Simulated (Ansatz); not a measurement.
Crystal: MgO.

```xyz
2
Lattice="0.0000 2.0970 2.0970 2.0970 0.0000 2.0970 2.0970 2.0970 0.0000" Properties=species:S:1:pos:R:3 pbc="T T T"
Mg    0.0000    0.0000    0.0000
O     2.0970    2.0970    2.0970
```

The cell is a database's computed one.

| Quantity | Value |
| --- | --- |
| Program | Ansatz 0.2.0 |
| Task | relaxation of cell and atoms |
| Functional | RPBE |
| Potentials or basis | all-electron LAPW, scalar-relativistic |
| Basis error allowed | 0.001 eV/atom |
| k mesh | 11 × 11 × 11 |
| Occupations | fermi-dirac, width 0.05 eV |
| Spin | no spin polarisation |

At the start: volume 9.22 Å³/atom.

How do energy, volume and symmetry change on relaxing?

Over 5 steps the energy falls by 24.7 meV/atom and the volume is 9.93 Å³/atom (+7.6 %); space group Fm-3m (No. 225, to 0.05 Å).

Step by step:
```
step  energy change (eV)  largest force (eV/Å)  volume (Å³)
   1              0.0000                0.0000        18.44
   2             -0.0322                0.0000        19.00
   3             -0.0492                0.0000        19.77
   4             -0.0493                0.0000        19.85
   5             -0.0493                0.0000        19.85
```

Final structure:
```
Mg O
1.0
     0.00000    2.14909    2.14909
     2.14909    0.00000    2.14909
     2.14909    2.14909    0.00000
Mg O
1 1
Direct
  0.00000 0.00000 0.00000
  0.50000 0.50000 0.50000
```
